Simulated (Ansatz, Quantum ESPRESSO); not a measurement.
**AlAs (F-43m): the LO frequency by hand**

Aim: work out the LO frequency and the static dielectric constant of AlAs (F-43m) from one linear-response run, then check them.

Main program and level: Quantum ESPRESSO 8.0 development, patched; DFT LDA, scalar-relativistic, plane waves, PseudoDojo norm-conserving pseudopotentials.

## Step 1: The relaxed structure

It takes space group F-43m (No. 216, cubic). The conventional cell has a = 5.624 Å, b = 5.624 Å, c = 5.624 Å, α = 90.00°, β = 90.00°, γ = 90.00°. Nearest to Al lie 4 As at 2.44 Å. Nearest to As lie 4 Al at 2.44 Å. Farther neighbours are not listed.

Structure file:

```xyz
2
Lattice="-2.8121 0.0000 2.8121 0.0000 2.8121 2.8121 -2.8121 2.8121 0.0000" Properties=species:S:1:pos:R:3 pbc="T T T"
Al    0.0000    0.0000    0.0000
As   -1.4060    1.4060    1.4060
```

This is the cell after its relaxation at this level of theory, not the database cell from which that began.

## Step 2: What the response run gave

A linear-response run on the relaxed cell, with the response to an electric field; only its zone-centre results are used. Cutoff 80 Ry, k mesh 12×12×12.

Log:

```text
[banners, grids, parts of the stress and lines that vanish by symmetry left out]
Program PHONON v.8.0dev
     Dynamical matrices for q-points given in input
     (   1q-points):
[...]
Exchange-correlation= PW
                           (   1   4   0   0   0   0   0)
[...]
kinetic-energy cut-off    =      80.0000  Ry
     charge density cut-off    =     320.0000  Ry
     convergence threshold     =      1.0E-18
[...]
Exchange-correlation= PW
                           (   1   4   0   0   0   0   0)
[...]
q = (   0.0000000   0.0000000   0.0000000 )
     25 Sym.Ops. (with q -> -q+G )
     G cutoff =  915.5781  (  29003 G-vectors)     FFT grid: ( 45, 45, 45)
     number of k points=    72
[...]
Mode symmetry, T_d (-43m)  point group:
[...]
Dielectric constant
[...]
End of electric fields calculation
          Dielectric constant in cartesian axis
          (       9.449975075       0.000000000       0.000000000 )
          (       0.000000000       9.449975075       0.000000000 )
          (      -0.000000000      -0.000000000       9.449975075 )
          Effective charges (d Force / dE) in cartesian axis without acoustic sum rule applied (asr)
           atom    1  Al    Mean Z*:        2.13025
      Ex  (        2.13025        0.00000        0.00000 )
      Ey  (        0.00000        2.13025        0.00000 )
      Ez  (        0.00000        0.00000        2.13025 )
           atom    2  As    Mean Z*:       -2.13676
      Ex  (       -2.13676       -0.00000        0.00000 )
      Ey  (       -0.00000       -2.13676        0.00000 )
      Ez  (        0.00000        0.00000       -2.13676 )
          Effective charges Sum: Mean:       -0.00651
[...]
Effective charges (d Force / dE) in cartesian axis with asr applied:
           atom    1  Al    Mean Z*:        2.13350
[...]
atom    2  As    Mean Z*:       -2.13350
[...]
Dielectric constant from finite-differences
          (       9.450214609      -0.000000000       0.000000000 )
          (      -0.000000000       9.450214609       0.000000000 )
          (       0.000000000       0.000000000       9.450214609 )
[...]
(       0.000000000       0.000000000       0.000000000 )
          (       0.000000000       0.000000000     -52.821263231 )
          (       0.000000000     -52.821263231       0.000000000 )
          (       0.000000000       0.000000000     -52.821263231 )
          (      -0.000000000       0.000000000      -0.000000000 )
          (     -52.821263231      -0.000000000      -0.000000000 )
          (      -0.000000000     -52.821263231       0.000000000 )
          (     -52.821263231       0.000000000      -0.000000000 )
[...]
(       0.000000000       0.000000000      -0.000000000 )
          (      -1.212409456      -0.000000000      -0.000000000 )
          (       0.000000000      -1.212409456       0.000000000 )
          (      -1.212409456       0.000000000      -0.000000000 )
          (       0.000000000      -0.000000000      -0.000000000 )
[...]
Representation #   1 modes #   1   2   3
[...]
End of self-consistent calculation
     Convergence has been achieved
     Representation #   2 modes #   4   5   6
[...]
End of self-consistent calculation
     Convergence has been achieved
[...]
Dielectric constant in cartesian axis
          (       9.449975075       0.000000000       0.000000000 )
          (       0.000000000       9.449975075       0.000000000 )
          (      -0.000000000      -0.000000000       9.449975075 )
          Effective charges (d Force / dE) in cartesian axis without acoustic sum rule applied (asr)
           atom    1  Al    Mean Z*:        2.13025
      Ex  (        2.13025        0.00000        0.00000 )
      Ey  (        0.00000        2.13025        0.00000 )
      Ez  (        0.00000        0.00000        2.13025 )
           atom    2  As    Mean Z*:       -2.13676
      Ex  (       -2.13676       -0.00000        0.00000 )
      Ey  (       -0.00000       -2.13676        0.00000 )
      Ez  (        0.00000        0.00000       -2.13676 )
          Effective charges Sum: Mean:       -0.00651
[...]
Effective charges (d Force / dE) in cartesian axis with asr applied:
           atom    1  Al    Mean Z*:        2.13350
[...]
atom    2  As    Mean Z*:       -2.13350
[...]
q = (    0.000000000   0.000000000   0.000000000 )
[...]
freq (    1) =       0.070144 [THz] =       2.339742 [cm-1]
     freq (    2) =       0.070144 [THz] =       2.339742 [cm-1]
     freq (    3) =       0.070144 [THz] =       2.339742 [cm-1]
     freq (    4) =      10.759816 [THz] =     358.908831 [cm-1]
     freq (    5) =      10.759816 [THz] =     358.908831 [cm-1]
     freq (    6) =      10.759816 [THz] =     358.908831 [cm-1]
[...]
Mode symmetry, T_d (-43m)  point group:
     freq (   1-   3) =          2.3  [cm-1]   --> T_2  G_15 P_4   I+R
     freq (   4-   6) =        358.9  [cm-1]   --> T_2  G_15 P_4   I+R

   JOB DONE.
```

```csv
quantity,value
cell volume Ω (Å³),44.473
mass of Al (u),26.982
mass of As (u),74.922
"Born charge of Al, raw (e)",2.130
"Born charge of As, raw (e)",-2.137
ε∞,9.450
ω(TO) after the sum rule (cm⁻¹),358.9
```

## Step 3: The calculation

The charges must sum to zero over the cell; taking off their mean, -0.003 e, leaves Z* = 2.134 e on Al. In the polar mode Al moves against As, so the reduced mass is μ = 26.98 × 74.92 / 101.90 = 19.837 u.

A longitudinal wave builds up a field that adds to the restoring force: ω(LO)² = ω(TO)² + 4π Z*² / (μ Ω ε∞), in Hartree atomic units. With μ = 36161 electron masses and Ω = 300.12 bohr³ the second term is 5.5775e-07 Ha², or 26866 cm⁻² (1 Ha = 219474.6 cm⁻¹).

So ω(LO) = √(128816 + 26866) = 394.6 cm⁻¹, and by the Lyddane-Sachs-Teller relation ε₀ = ε∞ (ω(LO)/ω(TO))² = 11.42.

## Step 4: Check against the program

The analysis program adds the same non-analytic term to the full matrix, here for q along (1 0 0).

Log:

```text
[banner, memory and clock lines left out]
Program DYNMAT v.8.0dev

     Reading Dynamical Matrix from file g.dyn
     ...Force constants read
     ...epsilon and Z* read
     ...Raman cross sections read

     Polarizability (A^3 units)
     multiply by 0.262009 for Clausius-Mossotti correction (not under assume_isolated = 'mt')
        29.905202    0.000000   -0.000000
         0.000000   29.905202   -0.000000
         0.000000    0.000000   29.905202

     IR activities are in (D/A)^2/amu units
     Raman activities are in A^4/amu units
     multiply Raman by 0.004713 for Clausius-Mossotti correction (not under assume_isolated = 'mt')

# mode   [cm-1]    [THz]      IR          Raman   depol.fact
    1     -0.00   -0.0000    0.0000         0.0000    0.7500
    2     -0.00   -0.0000    0.0000         0.0000    0.7500
    3      0.00    0.0000    0.0000         0.0000    0.7500
    4    358.91   10.7597    5.2938        69.5868    0.7500
    5    358.91   10.7597    5.2938        69.5868    0.7500
    6    394.56   11.8287    5.2938        69.5868    0.7500
```

ε₀ comes from the program's run without a direction of q.

```csv
quantity,by hand,program
ω(LO) (cm⁻¹),394.6,394.6
ε₀,11.42,11.42
```

## Step 5: Summary of results

```yaml
to_mode: 358.9 cm⁻¹
lo_mode: 394.6 cm⁻¹
static_dielectric_constant: 11.42
```

**Reading.** The LO mode of AlAs (F-43m) lies at 395 cm⁻¹, 36 cm⁻¹ above the TO mode; the formula meets the program within 0.1 cm⁻¹, as it must for a cubic crystal with one polar mode. ω(LO)² − ω(TO)² goes with Z*²/ε∞: an error of 5 % in ε∞ would move the LO mode by 1.6 cm⁻¹, and semilocal functionals tend to overestimate ε∞. These are harmonic values at zero temperature, at the volume of this functional, for the structure held cubic; stability elsewhere in the zone is no part of this calculation.

[Host names and launcher messages were left out of these logs when they were recorded.]

[Logs are printed without paths, hosts, clocks, repeated set-up lines and the standing remarks that a program may print on its own settings, such as how far it seeks lower states.]

[Hosts, paths, dates, database ids (printed as entryN), source tags and the programs' standing remarks are cut or masked in the printed files.]
